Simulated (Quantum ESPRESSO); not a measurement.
Set up this calculation in Quantum ESPRESSO 7.5, as the native input.

| Quantity | Value |
| --- | --- |
| Task | single point |
| Functional | PBE |
| Potentials or basis | SSSP 1.3 efficiency PBE |
| Cutoff | 816 eV |
| Density cutoff | 6531 eV |
| k mesh | 10 × 10 × 6 |
| Occupations | fermi-dirac, width 0.05 eV |
| Spin | no spin polarisation |
| Mixing beta | 0.5 |
| Most SCF iterations | 120 |
| SCF threshold | 6e-10 Ry |

Ta2N:

```xyz
3
Lattice="3.1129 0.0000 0.0000 -1.5564 2.6958 0.0000 0.0000 0.0000 4.8698" Properties=species:S:1:pos:R:3 pbc="T T T"
Ta    0.0000    1.7972    1.2404
Ta    1.5564    0.8986    3.6294
N     0.0000    0.0000    0.0000
```

The cell comes from a database or a generator and needn't be the stable form of this composition.

These files were run (other wordings do the same):

pw.in

```
&CONTROL
  calculation = 'scf'
  prefix = 'pwscf'
  outdir = './tmp'
  pseudo_dir = './pseudo'
  tprnfor = .true.
  tstress = .true.
  disk_io = 'nowf'
/
&SYSTEM
  ibrav = 0
  nat = 3
  ntyp = 2
  ecutwfc = 60
  ecutrho = 480
  nbnd = 23
  occupations = 'smearing'
  smearing = 'fd'
  degauss = 0.00367493
/
&ELECTRONS
  conv_thr = 6d-10
  electron_maxstep = 120
  mixing_beta = 0.5
/
ATOMIC_SPECIES
Ta   180.9479 Ta_pbe_v1.uspp.F.UPF
N     14.0070 N.pbe-n-radius_5.UPF
CELL_PARAMETERS angstrom
   3.1128615060    0.0000000000    0.0000000000
  -1.5564307530    2.6958171426    0.0000000000
   0.0000000000    0.0000000000    4.8698410000
ATOMIC_POSITIONS crystal
Ta     0.3333333333    0.6666666667    0.2547110000
Ta     0.6666666667    0.3333333333    0.7452890000
N      0.0000000000    0.0000000000    0.0000000000
K_POINTS automatic
10 10 6 0 0 0
```

Potentials or basis: SSSP 1.3 efficiency PBE.

Run with:

```console
$ OMP_NUM_THREADS=1 pw.x -in pw.in > pw.out
```

It gave:

```
Pressure               : -1.5 GPa
Band gap on the k mesh : none (metal or under the smearing width)
```

Wall time 58 s on 1 thread of Arm Neoverse V2, with other jobs on the host, peak memory 0.4 GiB.
